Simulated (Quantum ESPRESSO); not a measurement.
# TiO2 (P4_2/mnm) in Quantum ESPRESSO: settings compared

Aim: see how the results for TiO2 move with the level of theory and the settings. Levels: LDA, PBEsol. Tasks: band structure.

All numbers are computed with Quantum ESPRESSO 7.5; they aren't measurements. Logs are shortened: lines on timing, memory, paths and dates and some standing lists are left out, and cuts for length are marked.

**Measured values to compare with.**

“Shallow Valence Band of Rutile GeO2 and P-type Doping”, 2020, arxiv:2011.08928 quotes, for a bulk crystal of TiO2 at 1.6 K: band gap 3.03 eV (direct).

The runs below are set against these values where they give the same quantity.

## (1) The crystal as given

Symmetry: P4_2/mnm, No. 136, tetragonal system. The conventional cell has a = 4.600 Å, b = 4.600 Å, c = 2.959 Å, α = 90.00°, β = 90.00°, γ = 90.00°. Around Ti (site symmetry mmm) lie 6 O at 1.95 to 1.98 Å. O (site symmetry m2m) is surrounded by 3 Ti at 1.95 to 1.98 Å.

The cell is a database's computed one.

## (2) Band structure, LDA

The input, pw.in:

```
&CONTROL
  calculation = 'scf'
  prefix = 'pwscf'
  outdir = './tmp'
  pseudo_dir = './pseudo'
  tprnfor = .true.
  tstress = .true.
  disk_io = 'low'
/
&SYSTEM
  ibrav = 0
  celldm(1) = 8
  nat = 6
  ntyp = 2
  ecutwfc = 45
  ecutrho = 360
  nbnd = 33
  occupations = 'smearing'
  smearing = 'fd'
  degauss = 0.00367493
/
&ELECTRONS
  conv_thr = 1.2d-09
  electron_maxstep = 120
  mixing_beta = 0.5
/
ATOMIC_SPECIES
Ti    47.8670 ti_lda_v1.4.uspp.F.UPF
O     15.9990 o_lda_v1.2.uspp.F.UPF
CELL_PARAMETERS alat
  1.0865540950003   0.0000000000000   0.0000000000000
  0.0000000000000   1.0865540950003   0.0000000000000
  0.0000000000000   0.0000000000000   0.6990128965849
ATOMIC_POSITIONS crystal
Ti     0.0000000000    0.0000000000    0.5000000000
Ti     0.5000000000    0.5000000000    0.0000000000
O      0.3043213200    0.3043213200    0.5000000000
O      0.1956786800    0.8043213200    0.0000000000
O      0.8043213200    0.1956786800    0.0000000000
O      0.6956786800    0.6956786800    0.5000000000
K_POINTS automatic
6 6 9 0 0 0
```

The input, bands.in:

```
&CONTROL
  calculation = 'bands'
  prefix = 'pwscf'
  outdir = './tmp'
  pseudo_dir = './pseudo'
  disk_io = 'low'
  verbosity = 'high'
/
&SYSTEM
  ibrav = 0
  celldm(1) = 8
  nat = 6
  ntyp = 2
  ecutwfc = 45
  ecutrho = 360
  nbnd = 33
  occupations = 'smearing'
  smearing = 'fd'
  degauss = 0.00367493
/
&ELECTRONS
  conv_thr = 1d-08
  electron_maxstep = 120
  mixing_beta = 0.5
  diago_full_acc = .true.
  startingwfc = 'random'
/
ATOMIC_SPECIES
Ti    47.8670 ti_lda_v1.4.uspp.F.UPF
O     15.9990 o_lda_v1.2.uspp.F.UPF
CELL_PARAMETERS alat
  1.0865540950003   0.0000000000000   0.0000000000000
  0.0000000000000   1.0865540950003   0.0000000000000
  0.0000000000000   0.0000000000000   0.6990128965849
ATOMIC_POSITIONS crystal
Ti     0.0000000000    0.0000000000    0.5000000000
Ti     0.5000000000    0.5000000000    0.0000000000
O      0.3043213200    0.3043213200    0.5000000000
O      0.1956786800    0.8043213200    0.0000000000
O      0.8043213200    0.1956786800    0.0000000000
O      0.6956786800    0.6956786800    0.5000000000
K_POINTS crystal
60
 0.0000000000  0.0000000000  0.0000000000 1
 0.0000000000  0.1250000000  0.0000000000 1
 0.0000000000  0.2500000000  0.0000000000 1
 0.0000000000  0.3750000000  0.0000000000 1
 0.0000000000  0.5000000000  0.0000000000 1
 0.1250000000  0.5000000000  0.0000000000 1
 0.2500000000  0.5000000000  0.0000000000 1
 0.3750000000  0.5000000000  0.0000000000 1
 0.5000000000  0.5000000000  0.0000000000 1
 0.4285714286  0.4285714286  0.0000000000 1
 0.3571428571  0.3571428571  0.0000000000 1
 0.2857142857  0.2857142857  0.0000000000 1
 0.2142857143  0.2142857143  0.0000000000 1
 0.1428571429  0.1428571429  0.0000000000 1
 0.0714285714  0.0714285714  0.0000000000 1
 0.0000000000  0.0000000000  0.0000000000 1
 0.0000000000  0.0000000000  0.0625000000 1
 0.0000000000  0.0000000000  0.1250000000 1
 0.0000000000  0.0000000000  0.1875000000 1
 0.0000000000  0.0000000000  0.2500000000 1
 0.0000000000  0.0000000000  0.3125000000 1
 0.0000000000  0.0000000000  0.3750000000 1
 0.0000000000  0.0000000000  0.4375000000 1
 0.0000000000  0.0000000000  0.5000000000 1
 0.0000000000  0.1000000000  0.5000000000 1
 0.0000000000  0.2000000000  0.5000000000 1
 0.0000000000  0.3000000000  0.5000000000 1
 0.0000000000  0.4000000000  0.5000000000 1
 0.0000000000  0.5000000000  0.5000000000 1
 0.1000000000  0.5000000000  0.5000000000 1
 0.2000000000  0.5000000000  0.5000000000 1
 0.3000000000  0.5000000000  0.5000000000 1
 0.4000000000  0.5000000000  0.5000000000 1
 0.5000000000  0.5000000000  0.5000000000 1
 0.4285714286  0.4285714286  0.5000000000 1
 0.3571428571  0.3571428571  0.5000000000 1
 0.2857142857  0.2857142857  0.5000000000 1
 0.2142857143  0.2142857143  0.5000000000 1
 0.1428571429  0.1428571429  0.5000000000 1
 0.0714285714  0.0714285714  0.5000000000 1
 0.0000000000  0.0000000000  0.5000000000 1
 0.0000000000  0.5000000000  0.0000000000 1
 0.0000000000  0.5000000000  0.0555555556 1
 0.0000000000  0.5000000000  0.1111111111 1
 0.0000000000  0.5000000000  0.1666666667 1
 0.0000000000  0.5000000000  0.2222222222 1
 0.0000000000  0.5000000000  0.2777777778 1
 0.0000000000  0.5000000000  0.3333333333 1
 0.0000000000  0.5000000000  0.3888888889 1
 0.0000000000  0.5000000000  0.4444444444 1
 0.0000000000  0.5000000000  0.5000000000 1
 0.5000000000  0.5000000000  0.0000000000 1
 0.5000000000  0.5000000000  0.0625000000 1
 0.5000000000  0.5000000000  0.1250000000 1
 0.5000000000  0.5000000000  0.1875000000 1
 0.5000000000  0.5000000000  0.2500000000 1
 0.5000000000  0.5000000000  0.3125000000 1
 0.5000000000  0.5000000000  0.3750000000 1
 0.5000000000  0.5000000000  0.4375000000 1
 0.5000000000  0.5000000000  0.5000000000 1
```

Potentials or basis: GBRV 1.5 LDA.

The run is started by

```sh
$ OMP_NUM_THREADS=1 mpirun -n 2 pw.x -nk 2 -in pw.in > pw.out
$ OMP_NUM_THREADS=1 mpirun -n 2 pw.x -nk 2 -in bands.in > bands.out
```

pw.out:

```text
This program is part of the open-source Quantum ESPRESSO suite
     for quantum simulation of materials; please cite
         "P. Giannozzi et al., J. Phys.:Condens. Matter 21 395502 (2009);
         "P. Giannozzi et al., J. Phys.:Condens. Matter 29 465901 (2017);
         "P. Giannozzi et al., J. Chem. Phys. 152 154105 (2020);
     in publications or presentations arising from this work. More details at

     Message from routine setup:
     using ibrav=0 with symmetry is DISCOURAGED, use correct ibrav instead

     K-points division:     npool     =       2
     Subspace diagonalization in iterative solution of the eigenvalue problem:
     a serial algorithm will be used

     G-vector sticks info
     --------------------
     sticks:   dense  smooth     PW     G-vecs:    dense   smooth      PW
     Sum        2177    1085    333                48777    17227    2929

     Using Slab Decomposition

     bravais-lattice index     =            0
     lattice parameter (alat)  =       8.0000  a.u.
     unit-cell volume          =     422.5303 (a.u.)^3
     number of atoms/cell      =            6
     number of atomic types    =            2
     number of electrons       =        48.00
     number of Kohn-Sham states=           33
     kinetic-energy cutoff     =      45.0000  Ry
     charge density cutoff     =     360.0000  Ry
     scf convergence threshold =      1.2E-09
     mixing beta               =       0.5000
     number of iterations used =            8  plain     mixing
     Exchange-correlation= SLA  PZ   NOGX NOGC
                           (   1   1   0   0   0   0   0)

     celldm(1)=   8.000000  celldm(2)=   0.000000  celldm(3)=   0.000000
     celldm(4)=   0.000000  celldm(5)=   0.000000  celldm(6)=   0.000000

     crystal axes: (cart. coord. in units of alat)
               a(1) = (   1.086554   0.000000   0.000000 )
               a(2) = (   0.000000   1.086554   0.000000 )
               a(3) = (   0.000000   0.000000   0.699013 )

     reciprocal axes: (cart. coord. in units 2 pi/alat)
               b(1) = (  0.920341  0.000000  0.000000 )
               b(2) = (  0.000000  0.920341  0.000000 )
               b(3) = (  0.000000  0.000000  1.430589 )

     PseudoPot. # 1 for Ti read from file:
     ti_lda_v1.4.uspp.F.UPF
     Pseudo is Ultrasoft + core correction, Zval = 12.0
     Generated by new atomic code, or converted to UPF format
     Using radial grid of  851 points,  6 beta functions with:
                l(1) =   0
                l(2) =   0
                l(3) =   1
                l(4) =   1
                l(5) =   2
                l(6) =   2
     Q(r) pseudized with  6 coefficients,  rinner =    1.000   1.000   1.000
                                                       1.000   1.000

     PseudoPot. # 2 for O  read from file:
     o_lda_v1.2.uspp.F.UPF
     Pseudo is Ultrasoft + core correction, Zval =  6.0
     Generated by new atomic code, or converted to UPF format
     Using radial grid of  737 points,  5 beta functions with:
                l(1) =   0
                l(2) =   0
                l(3) =   1
                l(4) =   1
                l(5) =   2
     Q(r) pseudized with  8 coefficients,  rinner =    0.900   0.900   0.900
                                                       0.900   0.900

     atomic species   valence    mass     pseudopotential
     Ti               12.00    47.86700     Ti( 1.00)
     O                 6.00    15.99900     O ( 1.00)

     16 Sym. Ops., with inversion, found ( 8 have fractional translation)

   Cartesian axes

     site n.     atom                  positions (alat units)
         1        Ti     tau(   1) = (   0.0000000   0.0000000   0.3495064  )
         2        Ti     tau(   2) = (   0.5432770   0.5432770   0.0000000  )
         3        O      tau(   3) = (   0.3306616   0.3306616   0.3495064  )
         4        O      tau(   4) = (   0.2126155   0.8739386   0.0000000  )
         5        O      tau(   5) = (   0.8739386   0.2126155   0.0000000  )
         6        O      tau(   6) = (   0.7558925   0.7558925   0.3495064  )

     number of k points=    50  Fermi-Dirac smearing, width (Ry)=  0.0037
                       cart. coord. in units 2pi/alat
        k(    1) = (   0.0000000   0.0000000   0.0000000), wk =   0.0061728
        k(    2) = (   0.0000000   0.0000000   0.1589543), wk =   0.0123457
        k(    3) = (   0.0000000   0.0000000   0.3179086), wk =   0.0123457
        k(    4) = (   0.0000000   0.0000000   0.4768629), wk =   0.0123457
        k(    5) = (   0.0000000   0.0000000   0.6358172), wk =   0.0123457
        k(    6) = (   0.0000000   0.1533901   0.0000000), wk =   0.0246914
[... 42 lines left out ...]
        k(   49) = (  -0.4601704  -0.4601704   0.4768629), wk =   0.0123457
        k(   50) = (  -0.4601704  -0.4601704   0.6358172), wk =   0.0123457

     Dense  grid:    48777 G-vectors     FFT dimensions: (  54,  54,  36)

     Smooth grid:    17227 G-vectors     FFT dimensions: (  40,  40,  24)

     Check: negative core charge=   -0.000012

     Initial potential from superposition of free atoms

     starting charge      45.9999, renormalised to      48.0000

     negative rho (up, down):  1.500E-03 0.000E+00
     Starting wfcs are   36 randomized atomic wfcs

     Self-consistent Calculation

     iteration #  1     ecut=    45.00 Ry     beta= 0.50
     Davidson diagonalization with overlap
     ethr =  1.00E-02,  avg # of iterations =  2.0

     negative rho (up, down):  1.710E-03 0.000E+00

     total energy              =    -367.92542747 Ry
     estimated scf accuracy    <       1.16725457 Ry

     iteration #  2     ecut=    45.00 Ry     beta= 0.50
     Davidson diagonalization with overlap
     ethr =  2.43E-03,  avg # of iterations =  3.9
[... 69 lines left out ...]
     iteration # 10     ecut=    45.00 Ry     beta= 0.50
     Davidson diagonalization with overlap
     ethr =  1.10E-10,  avg # of iterations =  3.6

     negative rho (up, down):  1.431E-03 0.000E+00

     End of self-consistent calculation

          k = 0.0000 0.0000 0.0000 (  2127 PWs)   bands (ev):

   -47.5381 -47.5202 -24.1786 -24.1786 -24.0109 -24.0109 -23.9777 -23.9410
    -9.1759  -7.9428  -7.1874  -7.1874   2.8899   3.3393   3.6986   4.9024
     4.9024   6.1384   6.1384   6.7315   8.0253   8.2704   8.2704   8.7336
    10.5166  10.7865  11.0621  11.1643  11.1643  13.1610  13.2879  15.3436
    15.3436

          k = 0.0000 0.0000 0.1590 (  2148 PWs)   bands (ev):
[... 385 lines left out ...]
   -47.4872 -47.4872 -24.4107 -24.4107 -24.0465 -24.0465 -24.0080 -24.0080
    -7.7986  -7.7986  -7.5527  -7.5527   3.9110   3.9110   4.1078   4.1078
     5.1842   5.1842   6.0370   6.0370   7.3821   7.3821   8.0188   8.0188
    11.3109  11.3109  11.8525  11.8525  11.8618  11.8618  14.6844  14.6844
    14.7520

     the Fermi energy is     9.6017 ev

!    total energy              =    -368.42381066 Ry
     estimated scf accuracy    <          5.1E-10 Ry
     smearing contrib. (-TS)   =      -0.00000000 Ry
     internal energy E=F+TS    =    -368.42381066 Ry

     The total energy is F=E-TS. E is the sum of the following terms:
     one-electron contribution =    -125.64141449 Ry
     hartree contribution      =      85.67649424 Ry
     xc contribution           =     -64.37126319 Ry
     ewald contribution        =    -264.08762723 Ry

     convergence has been achieved in  10 iterations

     negative rho (up, down):  1.431E-03 0.000E+00

     Forces acting on atoms (cartesian axes, Ry/au):

     atom    1 type  1   force =     0.00000000    0.00000000    0.00000000
     atom    2 type  1   force =     0.00000000    0.00000000    0.00000000
     atom    3 type  2   force =     0.00305984    0.00305984    0.00000000
     atom    4 type  2   force =    -0.00305984    0.00305984    0.00000000
     atom    5 type  2   force =     0.00305984   -0.00305984    0.00000000
     atom    6 type  2   force =    -0.00305984   -0.00305984    0.00000000

     Total force =     0.008655     Total SCF correction =     0.000011

     Computing stress (Cartesian axis) and pressure

     negative rho (up, down):  1.431E-03 0.000E+00
          total   stress  (Ry/bohr**3)                   (kbar)     P=      -83.06
  -0.00049908   0.00000000   0.00000000          -73.42        0.00        0.00
   0.00000000  -0.00049908   0.00000000            0.00      -73.42        0.00
   0.00000000   0.00000000  -0.00069565            0.00        0.00     -102.33

=------------------------------------------------------------------------------=
   JOB DONE.
=------------------------------------------------------------------------------=
```

It took 48 s on 2 MPI ranks of Intel Xeon Platinum 8488C (Sapphire Rapids), shared host; peak memory 0.34 GiB.

Results:

| Quantity | Value |
| --- | --- |
| Free energy | -5012.6613 eV |
| Pressure | -8.3 GPa |
| Largest force | 0.111 eV/Å |
| Band gap on the k mesh | 1.78 eV, direct |
| Band gap along the path | 1.78 eV, direct |

Forces on the atoms (eV/Å):
```
Ti   0.000  0.000  0.000
Ti   0.000  0.000  0.000
O    0.079  0.079  0.000
O   -0.079  0.079  0.000
O    0.079 -0.079  0.000
O   -0.079 -0.079  0.000
```

Levels at the corners of the path, in eV from the valence-band top:
| point | band 20 | band 21 | band 22 | band 23 | band 24 | band 25 | band 26 | band 27 | band 28 | band 29 |
| --- | --- | --- | --- | --- | --- | --- | --- | --- | --- | --- |
| Γ | -2.00 | -0.71 | -0.46 | -0.46 | 0.00 | 1.78 | 2.05 | 2.33 | 2.43 | 2.43 |
| X | -3.09 | -1.67 | -1.67 | -0.75 | -0.75 | 2.45 | 2.45 | 2.97 | 2.97 | 3.52 |
| M | -2.24 | -1.32 | -1.32 | -1.09 | -1.09 | 1.82 | 1.82 | 2.45 | 2.45 | 3.80 |
| Γ | -2.00 | -0.71 | -0.46 | -0.46 | 0.00 | 1.78 | 2.05 | 2.33 | 2.43 | 2.43 |
| Z | -2.78 | -2.44 | -2.44 | -1.45 | -1.45 | 2.92 | 2.92 | 3.11 | 3.11 | 3.62 |
| R | -2.41 | -2.08 | -2.08 | -1.06 | -1.06 | 1.82 | 1.82 | 3.14 | 3.14 | 3.87 |
| A | -2.75 | -1.31 | -1.31 | -0.68 | -0.68 | 2.53 | 2.53 | 3.14 | 3.14 | 3.16 |
| Z | -2.78 | -2.44 | -2.44 | -1.45 | -1.45 | 2.92 | 2.92 | 3.11 | 3.11 | 3.62 |
| X | -3.09 | -1.67 | -1.67 | -0.75 | -0.75 | 2.45 | 2.45 | 2.97 | 2.97 | 3.52 |
| R | -2.41 | -2.08 | -2.08 | -1.06 | -1.06 | 1.82 | 1.82 | 3.14 | 3.14 | 3.87 |
| M | -2.24 | -1.32 | -1.32 | -1.09 | -1.09 | 1.82 | 1.82 | 2.45 | 2.45 | 3.80 |
| A | -2.75 | -1.31 | -1.31 | -0.68 | -0.68 | 2.53 | 2.53 | 3.14 | 3.14 | 3.16 |

## (3) Band structure, PBEsol

pw.in, as its differences from that of step 2:

```diff
@@ -27,4 +27,4 @@
 ATOMIC_SPECIES
-Ti    47.8670 ti_lda_v1.4.uspp.F.UPF
-O     15.9990 o_lda_v1.2.uspp.F.UPF
+Ti    47.8670 ti_pbesol_v1.4.uspp.F.UPF
+O     15.9990 o_pbesol_v1.2.uspp.F.UPF
 CELL_PARAMETERS alat
```

bands.in, as its differences from that of step 2:

```diff
@@ -28,4 +28,4 @@
 ATOMIC_SPECIES
-Ti    47.8670 ti_lda_v1.4.uspp.F.UPF
-O     15.9990 o_lda_v1.2.uspp.F.UPF
+Ti    47.8670 ti_pbesol_v1.4.uspp.F.UPF
+O     15.9990 o_pbesol_v1.2.uspp.F.UPF
 CELL_PARAMETERS alat
```

Potentials or basis: GBRV 1.5 PBEsol.

The run is started by

```sh
$ OMP_NUM_THREADS=1 mpirun -n 2 pw.x -nk 2 -in pw.in > pw.out
$ OMP_NUM_THREADS=1 mpirun -n 2 pw.x -nk 2 -in bands.in > bands.out
```

Run time: 51 s. Hardware: 2 MPI ranks of Intel Xeon Platinum 8488C (Sapphire Rapids), shared host; peak memory 0.34 GiB.

It converged, with:

- Free energy: -5006.7197 eV
- Pressure: -2.5 GPa
- Largest force: 0.061 eV/Å
- Band gap on the k mesh: 1.83 eV, direct
- Band gap along the path: 1.83 eV, direct

Forces in eV/Å, atoms in the order of the input:
```
Ti   0.000  0.000  0.000
Ti   0.000  0.000  0.000
O    0.043  0.043  0.000
O   -0.043  0.043  0.000
O    0.043 -0.043  0.000
O   -0.043 -0.043  0.000
```

Stress tensor (GPa, compression positive):
```
-1.85  0.00  0.00
 0.00 -1.85  0.00
 0.00  0.00 -3.80
```

Levels at the corners of the path, in eV from the valence-band top:
| point | band 21 | band 22 | band 23 | band 24 | band 25 | band 26 | band 27 | band 28 |
| --- | --- | --- | --- | --- | --- | --- | --- | --- |
| Γ | -0.71 | -0.46 | -0.46 | 0.00 | 1.83 | 2.11 | 2.37 | 2.47 |
| X | -1.66 | -1.66 | -0.76 | -0.76 | 2.50 | 2.50 | 3.01 | 3.01 |
| M | -1.32 | -1.32 | -1.09 | -1.09 | 1.87 | 1.87 | 2.50 | 2.50 |
| Γ | -0.71 | -0.46 | -0.46 | 0.00 | 1.83 | 2.11 | 2.37 | 2.47 |
| Z | -2.42 | -2.42 | -1.44 | -1.44 | 2.96 | 2.96 | 3.16 | 3.16 |
| R | -2.07 | -2.07 | -1.05 | -1.05 | 1.87 | 1.87 | 3.18 | 3.18 |
| A | -1.31 | -1.31 | -0.68 | -0.68 | 2.57 | 2.57 | 3.18 | 3.18 |
| Z | -2.42 | -2.42 | -1.44 | -1.44 | 2.96 | 2.96 | 3.16 | 3.16 |
| X | -1.66 | -1.66 | -0.76 | -0.76 | 2.50 | 2.50 | 3.01 | 3.01 |
| R | -2.07 | -2.07 | -1.05 | -1.05 | 1.87 | 1.87 | 3.18 | 3.18 |
| M | -1.32 | -1.32 | -1.09 | -1.09 | 1.87 | 1.87 | 2.50 | 2.50 |
| A | -1.31 | -1.31 | -0.68 | -0.68 | 2.57 | 2.57 | 3.18 | 3.18 |

## (4) How close it comes

Step 2. Measured gap of TiO2: 3.03 eV (direct; 1.6 K; quoted in “Shallow Valence Band of Rutile GeO2 and P-type Doping”, 2020, arxiv:2011.08928). This calculation gives 1.78 eV (-1.25 eV). 2 values of this kind are on record in papers (3.03 to 3.05 eV); this one was drawn at random among those near their median. The value is that of LDA, without temperature or zero-point motion. Semilocal functionals fall short of measured gaps as a rule. The cell is a database's relaxed one, not the measured one, which moves gaps too.

Step 3. A measured gap of TiO2 is 3.03 eV (direct; 1.6 K; quoted in “Shallow Valence Band of Rutile GeO2 and P-type Doping”, 2020, arxiv:2011.08928); the calculated 1.83 eV misses it by -1.20 eV. 2 values of this kind are on record in papers (3.03 to 3.05 eV); this one was drawn at random among those near their median. The value is that of PBEsol, without temperature or zero-point motion. Semilocal functionals fall short of measured gaps as a rule. The cell is a database's relaxed one, not the measured one, which moves gaps too.
